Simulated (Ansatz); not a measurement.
InP:

```xyz
2
Lattice="0.0000 2.9305 2.9305 2.9305 0.0000 2.9305 2.9305 2.9305 0.0000" Properties=species:S:1:pos:R:3 pbc="T T T"
In    0.0000    0.0000    0.0000
P     4.3957    4.3957    4.3957
```

```yaml
Program: Ansatz 0.2.0
Task: relaxation of cell and atoms
Functional: HSE03
Potentials_or_basis: Ansatz PAW
Cutoff: "420 eV (not typed: the program's choice for these potentials)"
k_mesh: 4 × 4 × 4
Occupations: fermi-dirac, width 0.05 eV
Spin: no spin polarisation
```

At the start: volume 25.17 Å³/atom.

Q: Where does the relaxation end?

A: It ends after 4 steps and the volume is 25.86 Å³/atom (+2.7 %); space group F-43m (No. 216, to 0.05 Å).

The path:
| step | energy change (eV) | largest force (eV/Å) | volume (Å³) |
| --- | --- | --- | --- |
| 1 | 0.0000 | 0.0000 | 50.33 |
| 2 | -0.0074 | 0.0000 | 52.00 |
| 3 | -0.0078 | 0.0000 | 51.72 |
| 4 | -0.0082 | 0.0000 | 51.72 |

Final structure:
```
In P
1.0
     0.00000    2.95711    2.95711
     2.95711    0.00000    2.95711
     2.95711    2.95711    0.00000
In P
1 1
Direct
  0.00000 0.00000 0.00000
  0.75000 0.75000 0.75000
```

Caveat: the k mesh is coarse (spacing up to 0.46 Å⁻¹), so the values aren't converged, least of all with exact exchange; the plane-wave basis is chosen anew once the cell has moved, so the energies of steps on either side of that aren't comparable; the PAW data sets come from PBE, with cores solved anew for the run's functional, which leaves a small shift of forces and pressure.
